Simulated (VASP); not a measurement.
A calculation with VASP 6.6.1 of Al (ASE script, structure typed inline):

Contents of run.py:

```python
from ase import Atoms
from ase.calculators.vasp import Vasp
from ase.dft.bandgap import bandgap

atoms = Atoms(
    ['Al'],
    cell=[[-1.59121869, 1.59121869, 1.59121869], [1.59121869, -1.59121869, 1.59121869], [1.59121869, 1.59121869, -1.59121869]],
    scaled_positions=[[0.0, 0.0, 0.0]],
    pbc=True,
)
calc = Vasp(
    directory='calc',
    xc='rpbe',
    pp='PBE',
    setups='gw',
    prec='Accurate',
    encut=550,
    ediff=1e-06,
    ismear=0,
    sigma=0.02,
    lreal=False,
    lasph=True,
    nelm=80,
    algo='Fast',
    isif=2,
    lwave=False,
    lcharg=True,
    lelf=True,
    lvhar=True,
    kpts=[12, 12, 12],
    gamma=True,
    nbands=8,
)
atoms.calc = calc

print('energy (eV):', atoms.get_potential_energy())
print('free energy (eV):', atoms.get_potential_energy(force_consistent=True))
print('forces (eV/A):')
print(atoms.get_forces())
print('stress (eV/A^3, Voigt):', atoms.get_stress())
print('Fermi level (eV):', calc.get_fermi_level())
gap, top, bottom = bandgap(calc)
print('band gap (eV):', gap, 'from (spin, k, band)', top, 'to', bottom)
```

Potentials or basis: VASP PAW PBE potentials, release 64 (Al_GW).

Run with:

```sh
$ python run.py
```

This isn't the form of Al at room conditions, which is fcc.

Question: Write the same calculation in another form: native input, structure from a POSCAR.

Answer: As run:

File INCAR:

```
PREC = Accurate ; ENCUT = 550
EDIFF = 1E-6 ; ISMEAR = 0
SIGMA = 0.02 ; LREAL = F
LASPH = T ; NELM = 60
ALGO = Fast ; ISIF = 2
LWAVE = F ; LCHARG = F
GGA = RP ; NBANDS = 8
```

File KPOINTS:

```
regular mesh
0
Gamma
  12 12 12
```

POSCAR

```
Al
1.0
   -1.5912186900      1.5912186900      1.5912186900
    1.5912186900     -1.5912186900      1.5912186900
    1.5912186900      1.5912186900     -1.5912186900
Al
1
Cartesian
    0.0000000000      0.0000000000      0.0000000000
```

Potentials or basis: VASP PAW PBE potentials, release 64 (Al_GW).

Run with:

```console
$ cat potpaw_PBE.64/Al_GW/POTCAR > POTCAR
$ mpirun -np 1 vasp_std > vasp.out
```

Both were run:

|  | ASE script, structure typed inline | native input, structure from a POSCAR |
| --- | --- | --- |
| Pressure | 5.2 GPa | 5.2 GPa |
| Band gap on the k mesh | none (metal or under the smearing width) | none (metal or under the smearing width) |

Keys that steer only the numerical path or the files written may differ.

Caveat: the PAW data sets were made with another functional, which shifts forces and pressure a little.
